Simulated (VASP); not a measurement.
# A point defect in a supercell of Gd (Gadolinium), part 2 of 3

How easily does a point defect form in Gd (Gadolinium)? The host is relaxed first, then a supercell is run with and without the defect. The start is a cell from a database of measured crystal structures.

VASP 6.6.1, plane waves and PAW; the level of theory is named at each step.

Still holding for the runs below: The data set Gd_3 holds the 4f electrons frozen in the core, so no f bands or f moments appear.

So far. Step 2 (Relaxing the host crystal): The run ended after 4 ionic steps, 0.002 eV below its first step, once forces and stress met EDIFFG = -0.02.

### 3. The perfect supercell

Level of this step: PBE, 4f electrons in the core; plane waves and PAW (Gd_3) (VASP).

System of this step: Gd (Gadolinium). It takes space group P6_3/mmc (No. 194, hexagonal). Conventional cell: a = 3.649 Å, b = 3.649 Å, c = 5.712 Å, α = 90.00°, β = 90.00°, γ = 120.00°. Gd has 12 Gd at 3.55 to 3.65 Å nearest.

The same cell, mesh and cutoff without the defect give the energy to subtract and, in a gapped host, the band edges to count from, so that most errors cancel.

Contents of INCAR:

```
SYSTEM = Gd
PREC = Normal
ENCUT = 300
EDIFF = 1E-05
NELM = 120
ISMEAR = 1
SIGMA = 0.2
LREAL = Auto
ALGO = Fast
GGA = PE
NBANDS = 188
LASPH = .TRUE.
LORBIT = 11
LWAVE = .FALSE.
LCHARG = .FALSE.
KPAR = 4
```

Contents of POSCAR:

```
Gd
1.0
   10.9475447442      0.0000000000      0.0000000000
   -5.4737723721      9.4808518575      0.0000000000
    0.0000000000      0.0000000000     11.4249274404
Gd
36
Direct
    0.2222222222      0.1111111111      0.3750000000
    0.2222222222      0.1111111111      0.8750000000
    0.2222222222      0.4444444444      0.3750000000
    0.2222222222      0.4444444444      0.8750000000
    0.2222222222      0.7777777778      0.3750000000
    0.2222222222      0.7777777778      0.8750000000
    0.5555555556      0.1111111111      0.3750000000
    0.5555555556      0.1111111111      0.8750000000
    0.5555555556      0.4444444444      0.3750000000
    0.5555555556      0.4444444444      0.8750000000
    0.5555555556      0.7777777778      0.3750000000
    0.5555555556      0.7777777778      0.8750000000
    0.8888888889      0.1111111111      0.3750000000
    0.8888888889      0.1111111111      0.8750000000
    0.8888888889      0.4444444444      0.3750000000
    0.8888888889      0.4444444444      0.8750000000
    0.8888888889      0.7777777778      0.3750000000
    0.8888888889      0.7777777778      0.8750000000
    0.1111111111      0.2222222222      0.1250000000
    0.1111111111      0.2222222222      0.6250000000
    0.1111111111      0.5555555556      0.1250000000
    0.1111111111      0.5555555556      0.6250000000
    0.1111111111      0.8888888889      0.1250000000
    0.1111111111      0.8888888889      0.6250000000
    0.4444444444      0.2222222222      0.1250000000
    0.4444444444      0.2222222222      0.6250000000
    0.4444444444      0.5555555556      0.1250000000
    0.4444444444      0.5555555556      0.6250000000
    0.4444444444      0.8888888889      0.1250000000
    0.4444444444      0.8888888889      0.6250000000
    0.7777777778      0.2222222222      0.1250000000
    0.7777777778      0.2222222222      0.6250000000
    0.7777777778      0.5555555556      0.1250000000
    0.7777777778      0.5555555556      0.6250000000
    0.7777777778      0.8888888889      0.1250000000
    0.7777777778      0.8888888889      0.6250000000
```

Contents of KPOINTS:

```
Automatic mesh
0
Gamma
4 4 3
0 0 0
```

PAW data sets: Gd_3 (PBE family, release 64).

Launch:

```
mpirun -np 4 vasp_std
```

Output:

```text
[banner, memory and clock lines left out]
running    4 mpi-ranks, on    1 nodes
 distrk:  each k-point on    1 cores,    4 groups
 distr:  one band on    1 cores,    1 groups

 POSCAR found type information on POSCAR Gd
 POSCAR found :  1 types and      36 ions
 LDA part: xc-table for (Slater+PW92), standard interpolation
 POSCAR, INCAR and KPOINTS ok, starting setup
 FFT: planning ... GRIDC
 FFT: planning ... GRID_SOFT
 FFT: planning ... GRID
 WAVECAR not read
 entering main loop
       N       E                     dE             d eps       ncg     rms          rms(c)
DAV:   1     0.123085964058E+04    0.12309E+04   -0.11457E+05  3032   0.102E+03
DAV:   2    -0.409455539546E+02   -0.12718E+04   -0.12338E+04  3048   0.311E+02
DAV:   3    -0.155190594925E+03   -0.11425E+03   -0.10809E+03  3976   0.544E+01
DAV:   4    -0.164177529409E+03   -0.89869E+01   -0.81616E+01  3720   0.103E+01
DAV:   5    -0.164706475217E+03   -0.52895E+00   -0.49934E+00  3776   0.234E+00    0.962E+01
RMM:   6    -0.164731317172E+03   -0.24842E-01   -0.55494E-01  3137   0.148E+00    0.580E+01
RMM:   7    -0.164885545016E+03   -0.15423E+00   -0.10351E+00  3454   0.209E+00    0.103E+00
RMM:   8    -0.164896824230E+03   -0.11279E-01   -0.20652E-01  3973   0.902E-01    0.414E-01
RMM:   9    -0.164900855940E+03   -0.40317E-02   -0.54700E-02  4208   0.296E-01    0.246E-01
RMM:  10    -0.164902391049E+03   -0.15351E-02   -0.24655E-02  3847   0.170E-01    0.203E-01
RMM:  11    -0.164902768359E+03   -0.37731E-03   -0.68510E-03  4200   0.702E-02    0.596E-02
RMM:  12    -0.164903028167E+03   -0.25981E-03   -0.26579E-03  3550   0.308E-02    0.635E-02
RMM:  13    -0.164903105844E+03   -0.77677E-04   -0.75757E-04  3017   0.164E-02    0.586E-02
RMM:  14    -0.164903147490E+03   -0.41646E-04   -0.35154E-04  2659   0.973E-03    0.706E-03
RMM:  15    -0.164903159193E+03   -0.11703E-04   -0.13195E-04  2091   0.533E-03    0.417E-03
RMM:  16    -0.164903165273E+03   -0.60806E-05   -0.68224E-05  1854   0.371E-03
   1 F= -.16490317E+03 E0= -.16487409E+03  d E =-.872325E-01
```

The job ended after 89 s (4 MPI ranks of AMD EPYC 9R45, shared host; peak memory 2.6 GiB).

From OUTCAR (step 3):

```text
  LATTYP: Found a hexagonal cell.
 ALAT       =    10.9475447442
 C/A-ratio  =     1.0436063709

 Found      8 irreducible k-points:

   k-points           NKPTS =      8   k-points in BZ     NKDIM =      8   number of bands    NBANDS=    188

   dimension x,y,z NGX =    48 NGY =   48 NGZ =   48
   dimension x,y,z NGXF=    96 NGYF=   96 NGZF=   96

   ENCUT  =  300.0 eV  22.05 Ry    4.70 a.u.  15.46 15.46 16.14*2*pi/ulx,y,z

   NELECT =     324.0000    total number of electrons

 E-fermi :   3.2560

 k-point     1 :       0.0000    0.0000    0.0000
  band No.  band energies     occupation
    ...
    166       3.3080      0.57583
    167       3.3080      0.57582
    168       3.3080      0.57582
    169       3.3080      0.57582
    170       3.3080      0.57581
    171       3.4542     -0.04838
    172       3.4542     -0.04838
    173       3.4542     -0.04838
    174       3.4542     -0.04838
    175       3.4542     -0.04838
    ...

 k-point     2 :       0.2500    0.0000    0.0000
  band No.  band energies     occupation
    ...
    160       3.2941      0.68375
    161       3.3151      0.52323
    162       3.3151      0.52323
    163       3.3151      0.52322
    164       3.3151      0.52321
    165       3.3458      0.31830
    166       3.3458      0.31829
    167       3.3539      0.27135
    168       3.3539      0.27135
    169       3.3539      0.27134
    ...

  Total       -0.0634979     -0.0634979     -0.0297503      0.0000000      0.0000000      0.0000000
  in kB       -0.0857931     -0.0857931     -0.0401961      0.0000000      0.0000000      0.0000000
  external PRESSURE =      -0.0705941 kB  Pullay stress =       0.0000000 kB

  energy-cutoff  :      300.00
  volume of cell :     1185.82
      direct lattice vectors                 reciprocal lattice vectors
    10.947544744  0.000000000  0.000000000     0.091344683  0.052737877  0.000000000
    -5.473772372  9.480851857  0.000000000     0.000000000  0.105475754  0.000000000
     0.000000000  0.000000000 11.424927440     0.000000000  0.000000000  0.087527908

 POSITION                                       TOTAL-FORCE (eV/Angst)
 -----------------------------------------------------------------------------------
      1.82459      1.05343      4.28435         0.000000     -0.000000      0.000000
      1.82459      1.05343      9.99681        -0.000000     -0.000000      0.000000
      0.00000      4.21371      4.28435         0.000000     -0.000000     -0.000000
      0.00000      4.21371      9.99681        -0.000000     -0.000000      0.000000
     -1.82459      7.37400      4.28435        -0.000000     -0.000000     -0.000000
     -1.82459      7.37400      9.99681         0.000000     -0.000000      0.000000
      5.47377      1.05343      4.28435         0.000000     -0.000000     -0.000000
      5.47377      1.05343      9.99681        -0.000000     -0.000000      0.000000
      3.64918      4.21371      4.28435         0.000000     -0.000000     -0.000000
      3.64918      4.21371      9.99681         0.000000     -0.000000      0.000000
      1.82459      7.37400      4.28435        -0.000000     -0.000000     -0.000000
      1.82459      7.37400      9.99681         0.000000     -0.000000      0.000000
      9.12295      1.05343      4.28435         0.000000     -0.000000      0.000000
      9.12295      1.05343      9.99681         0.000000      0.000000      0.000000
      7.29836      4.21371      4.28435         0.000000     -0.000000     -0.000000
      7.29836      4.21371      9.99681         0.000000     -0.000000      0.000000
      5.47377      7.37400      4.28435        -0.000000     -0.000000     -0.000000
      5.47377      7.37400      9.99681         0.000000     -0.000000      0.000000
      0.00000      2.10686      1.42812        -0.000000      0.000000     -0.000000
      0.00000      2.10686      7.14058        -0.000000      0.000000     -0.000000
     -1.82459      5.26714      1.42812        -0.000000      0.000000      0.000000
     -1.82459      5.26714      7.14058        -0.000000      0.000000      0.000000
     -3.64918      8.42742      1.42812        -0.000000      0.000000     -0.000000
     -3.64918      8.42742      7.14058        -0.000000     -0.000000     -0.000000
      3.64918      2.10686      1.42812        -0.000000      0.000000     -0.000000
      3.64918      2.10686      7.14058        -0.000000      0.000000      0.000000
      1.82459      5.26714      1.42812        -0.000000      0.000000      0.000000
      1.82459      5.26714      7.14058         0.000000      0.000000      0.000000
     -0.00000      8.42742      1.42812         0.000000     -0.000000     -0.000000
     -0.00000      8.42742      7.14058        -0.000000      0.000000     -0.000000
      7.29836      2.10686      1.42812        -0.000000      0.000000     -0.000000
      7.29836      2.10686      7.14058        -0.000000      0.000000     -0.000000
      5.47377      5.26714      1.42812        -0.000000      0.000000     -0.000000
      5.47377      5.26714      7.14058        -0.000000      0.000000      0.000000
      3.64918      8.42742      1.42812        -0.000000      0.000000     -0.000000
      3.64918      8.42742      7.14058        -0.000000      0.000000     -0.000000
 -----------------------------------------------------------------------------------
    total drift:                                0.000000      0.000000      0.000000

  FREE ENERGIE OF THE ION-ELECTRON SYSTEM (eV)
  ---------------------------------------------------
  free  energy   TOTEN  =      -164.9031652734 eV

  energy  without entropy=     -164.8159327578  energy(sigma->0) =     -164.87408777

 total charge
# of ion       s       p       d       tot
------------------------------------------
    1        0.354   6.238   1.109   7.700
    2        0.354   6.238   1.109   7.700
    3        0.354   6.238   1.109   7.700
    4        0.354   6.238   1.109   7.700
    5        0.354   6.238   1.109   7.700
    6        0.354   6.238   1.109   7.700
    7        0.354   6.238   1.109   7.700
    8        0.354   6.238   1.109   7.700
    9        0.354   6.238   1.109   7.700
   10        0.354   6.238   1.109   7.700
   11        0.354   6.238   1.109   7.700
   12        0.354   6.238   1.109   7.700
   13        0.354   6.238   1.109   7.700
   14        0.354   6.238   1.109   7.700
   15        0.354   6.238   1.109   7.700
   16        0.354   6.238   1.109   7.700
   17        0.354   6.238   1.109   7.700
   18        0.354   6.238   1.109   7.700
   19        0.354   6.238   1.109   7.700
   20        0.354   6.238   1.109   7.700
   21        0.354   6.238   1.109   7.700
   22        0.354   6.238   1.109   7.700
   23        0.354   6.238   1.109   7.700
   24        0.354   6.238   1.109   7.700
   25        0.354   6.238   1.109   7.700
   26        0.354   6.238   1.109   7.700
   27        0.354   6.238   1.109   7.700
   28        0.354   6.238   1.109   7.700
   29        0.354   6.238   1.109   7.700
   30        0.354   6.238   1.109   7.700
   31        0.354   6.238   1.109   7.700
   32        0.354   6.238   1.109   7.700
   33        0.354   6.238   1.109   7.700
   34        0.354   6.238   1.109   7.700
   35        0.354   6.238   1.109   7.700
   36        0.354   6.238   1.109   7.700
--------------------------------------------------
tot         12.737 224.569  39.909 277.215

[... 2 parts as in an earlier step ...]

[... 7 further parts left out ...]
```

Numbers from this step:

```
electronic cycles       : 16
electrons               : 324
free energy (TOTEN)     : -164.9032 eV
energy at zero smearing : -164.8741 eV
Fermi energy            : 3.256 eV
```

The host is treated as a metal, as its relaxation found a gap under 0.3 eV or none, and only the neutral defect is run.

(Part 2 of 3 ends here.)

[Lines on the potential files, build, host, timing and source positions are cut from VASP's logs without a mark.]

[Logs are printed without paths, hosts, clocks, repeated set-up lines and the standing remarks that a program may print on its own settings, such as how far it seeks lower states.]

[Hosts, paths, dates, database ids (printed as entryN), source tags and the programs' standing remarks are cut or masked in the printed files.]

[In band tables of VASP the shares of atoms and orbitals are scaled to a sum of 1 inside the atoms' spheres.]

[Runs that stopped without an error message from VASP are left out.]
